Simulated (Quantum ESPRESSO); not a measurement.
SiO2:

```
CELL_PARAMETERS angstrom
-4.47204 4.47204 2.61177
4.47204 -4.47204 2.61177
4.47204 4.47204 -2.61177
ATOMIC_POSITIONS crystal
Si 0.82311 0.82311 0.64622
Si 0.17689 0.82311 0.00000
Si 0.82311 0.17689 0.00000
Si 0.17689 0.17689 0.35378
O 0.00000 0.79145 0.79145
O 0.20855 0.00000 0.20855
O 0.79145 0.00000 0.79145
O 0.00000 0.20855 0.20855
O 0.00000 0.00000 0.50000
O 0.50000 0.00000 0.00000
O 0.00000 0.50000 0.00000
O 0.50000 0.50000 0.50000
```

The cell comes from a database or a generator and needn't be the stable form of this composition.

- Program: Quantum ESPRESSO 7.5
- Task: single point
- Functional: PBE
- Potentials or basis: SSSP 1.3 efficiency PBE
- Cutoff: 748 eV
- Density cutoff: 5987 eV
- k mesh: 6 × 6 × 6
- Occupations: fermi-dirac, width 0.05 eV
- Spin: no spin polarisation

On this cell: pressure 4.0 GPa; largest force 0.229 eV/Å; band gap on the k mesh 5.44 eV, indirect (least direct gap 5.45 eV).

The same run follows on a disturbed copy (atoms moved at random, drawn with an rms of 0.05 Å):

```xyz
12
Lattice="-4.4720 4.4720 2.6118 4.4720 -4.4720 2.6118 4.4720 4.4720 -2.6118" Properties=species:S:1:pos:R:3 pbc="T T T"
Si    2.9120    2.8677    2.6312
Si    2.9040   -2.9344    2.5996
Si   -2.8373    2.8908    2.6299
Si    1.5813    1.5440   -0.0156
O     7.0714    0.0021    0.0338
O     0.0521    1.8469    0.0067
O    -0.0315    7.1068   -0.0065
O     1.8486    0.0221    0.0220
O     2.2178    2.2172   -1.2971
O    -2.2011    2.2260    1.2898
O     2.2167   -2.2196    1.2840
O     2.2252    2.2283    1.3007
```

Task: What changes?

Result: The energy moves by +43.1 meV/atom; pressure 5.2 GPa; largest force 3.994 eV/Å; band gap on the k mesh 5.26 eV, indirect (least direct gap 5.30 eV).

Forces in eV/Å, atoms in the order of the input:
```
Si  -2.589  0.169 -0.804
Si   0.953  1.839 -0.286
Si  -2.501  0.763 -2.782
Si   1.229  2.206  1.118
O   -0.388 -1.485 -0.176
O   -3.602  0.310 -0.268
O    3.978 -0.354  0.015
O    0.788 -3.115 -0.108
O    0.602  0.421 -0.967
O   -0.426  0.590  0.735
O    1.594 -1.635  2.946
O    0.363  0.292  0.577
```

Stress tensor (GPa, compression positive):
```
 4.81 -1.91 -0.02
-1.91  7.05 -1.69
-0.02 -1.69  3.78
```

A k mesh can miss the band edges.
